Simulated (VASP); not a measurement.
VN:

```
V N
1.0
     0.00000    2.06400    2.06400
     2.06400    0.00000    2.06400
     2.06400    2.06400    0.00000
V N
1 1
Direct
  0.00000 0.00000 0.00000
  0.50000 0.50000 0.50000
```

- Program: VASP 6.6.1
- Task: relaxation of cell and atoms
- Functional: LDA
- Potentials or basis: VASP PAW LDA potentials, release 64 (V_sv, N)
- Cutoff: 600 eV
- k mesh: 16 × 16 × 16
- Occupations: methfessel-paxton, width 0.1 eV
- Spin: no spin polarisation

At the start: pressure -19.3 GPa; volume 8.79 Å³/atom.

**Question.** Where does the relaxation end?

**Answer.** Over 4 steps the energy falls by 32.5 meV/atom and the volume is 8.28 Å³/atom (-5.8 %); space group Fm-3m (No. 225, to 0.05 Å).

The path:
| step | energy change (eV) | largest force (eV/Å) | pressure (GPa) | volume (Å³) |
| --- | --- | --- | --- | --- |
| 1 | 0.0000 | 0.0000 | -19.29 | 17.59 |
| 2 | 0.1278 | 0.0000 | 43.85 | 15.03 |
| 3 | -0.0648 | 0.0000 | -0.67 | 16.59 |
| 4 | -0.0649 | 0.0000 | -0.09 | 16.56 |

Final structure:
```
CELL_PARAMETERS angstrom
0.00000 2.02320 2.02320
2.02320 0.00000 2.02320
2.02320 2.02320 0.00000
ATOMIC_POSITIONS crystal
V 0.00000 0.00000 0.00000
N 0.50000 0.50000 0.50000
```

Caveat: the run has no spin polarisation, though such a crystal can be magnetic.
